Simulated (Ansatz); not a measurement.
What a trial cell of Se relaxes into

All numbers below come from DFT r2SCAN, scalar-relativistic, plane waves, PAW in Ansatz. Cutoff 500 eV, Γ-centred k mesh, Gaussian smearing, no spin polarisation in the final step.

Se was placed on the simple hexagonal structure type (P6/mmm, No. 191), at a guessed volume.

```xyz
1
Lattice="3.2118 0.0000 0.0000 -1.6059 2.7815 0.0000 0.0000 0.0000 3.0010" Properties=species:S:1:pos:R:3 pbc="T T T"
Se    0.0000    0.0000    0.0000
```

Cell and atoms relax at zero pressure; the relaxation can't lower the symmetry of the start. After a coarse first stage the cell is made exact in the group found at 0.06 Å.

Energies count from the standard state of Se at the same level.

**Question.** Describe the relaxed structure.

**Answer.** It keeps P6/mmm (No. 191). The result has the simple hexagonal structure. Conventional cell: a = 3.373 Å, c = 2.448 Å. Around Se lie 2 Se at 2.45 Å.

```xyz
1
Lattice="3.3731 0.0000 0.0000 -1.6865 2.9212 0.0000 0.0000 0.0000 2.4478" Properties=species:S:1:pos:R:3 pbc="T T T"
Se    0.0000    0.0000    0.0000
```

**Question.** What are its volume, energy, density and gap?

**Answer.** The volume per atom is 24.1 Å³ and the density is 5.4 g/cm³. The energy over the standard structure is 0.50 eV/atom and the gap on the 18×18×22 mesh is 0 eV (a metal).

The final run used a 18×18×22 mesh on its 1-atom cell and 0.10 eV smearing. The k mesh leaves about 4 meV/atom of noise in metals. No dispersion correction is applied, so the spacing between layers, chains or molecules is poorly fixed, and with it the volume and density. Symmetry constrained the relaxation, so the result can be a saddle point.